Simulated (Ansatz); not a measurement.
**Pb in Ansatz: the effect of functional**

Crystal: Pb.

```
Pb
1.0
     3.09820   -1.78465    0.00000
     3.09820    1.78465    0.00000
    -2.15695    0.00000    6.21477
Pb
2
Direct
  0.90851 0.90851 0.72629
  0.09149 0.09149 0.27371
```

This isn't the form of Pb at room conditions, which is fcc.

The cell isn't the ideal one: volume scaled by 1.06.

Alike in all runs:

- Program: Ansatz 0.2.0
- Task: single point
- Potentials or basis: Ansatz PAW
- k mesh: 9 × 9 × 5
- Occupations: fermi-dirac, width 0.05 eV
- Spin: no spin polarisation

One run gave: pressure -3.6 GPa; largest force 0.23 eV/Å. Which functional did it use?
A. r2SCAN
B. LDA
C. PBEsol

C.

| functional | cutoff | pressure (GPa) | largest force (eV/Å) |
| --- | --- | --- | --- |
| LDA | 420 eV (not typed: the program's choice for these potentials) | -4.9 | 0.26 |
| PBEsol | 420 eV (not typed: the program's choice for these potentials) | -3.6 | 0.23 |
| r2SCAN | 500 eV (not typed: the program's choice for these potentials) | -2.4 | 0.25 |

Caveats: the PAW data sets come from PBE, with cores solved anew for the run's functional, which leaves a small shift of forces and pressure.

Runs at the PBE level aren't shown here.
